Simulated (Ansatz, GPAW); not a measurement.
## MnS: 3 runs at one level of theory

```
Mn S
1.0
     0.00000    2.60450    2.60450
     2.60450    0.00000    2.60450
     2.60450    2.60450    0.00000
Mn S
1 1
Direct
  0.00000 0.00000 0.00000
  0.50000 0.50000 0.50000
```

Alike in all runs: task single point; functional PBE; k mesh 9 × 9 × 9; occupations gaussian, width 0.025 eV; collinear spin, ferromagnetic start; no spin-orbit coupling. The measured crystal is an antiferromagnetic insulator; the state found here is the runs' own. Pressure is positive in compression and, in plane waves, holds the error of the finite cutoff, which Ansatz's Pulay term estimates and takes out.

```json
{"program and potentials": "Ansatz, Ansatz PAW", "plane-wave cutoff (eV)": "420", "notes": "Pulay term of +0.04 GPa included", "pressure (GPa)": "-2.84", "net moment per atom (μB)": "2.36"}
{"program and potentials": "Ansatz, all-electron LAPW, scalar-relativistic", "plane-wave cutoff (eV)": "-", "notes": "-", "pressure (GPa)": "-2.82", "net moment per atom (μB)": "2.36"}
{"program and potentials": "GPAW, GPAW PAW data sets (gpaw-data 1.2.1)", "plane-wave cutoff (eV)": "600", "notes": "-", "pressure (GPa)": "-2.88", "net moment per atom (μB)": "2.35"}
```

The pressure spans -2.88 (GPAW, GPAW PAW data sets (gpaw-data 1.2.1)) to -2.82 GPa (Ansatz, all-electron LAPW, scalar-relativistic), with all-electron results at -2.82. The net moment per atom spans 2.35 (GPAW, GPAW PAW data sets (gpaw-data 1.2.1)) to 2.36 μB (Ansatz, all-electron LAPW, scalar-relativistic), with all-electron results at 2.36. The state is the one that the start led to, which needn't be the lowest.

Differences between rows come from potentials, basis sets and numerical settings, since the functional is the same but for its coding. Runs on potential files found faulty are left out.
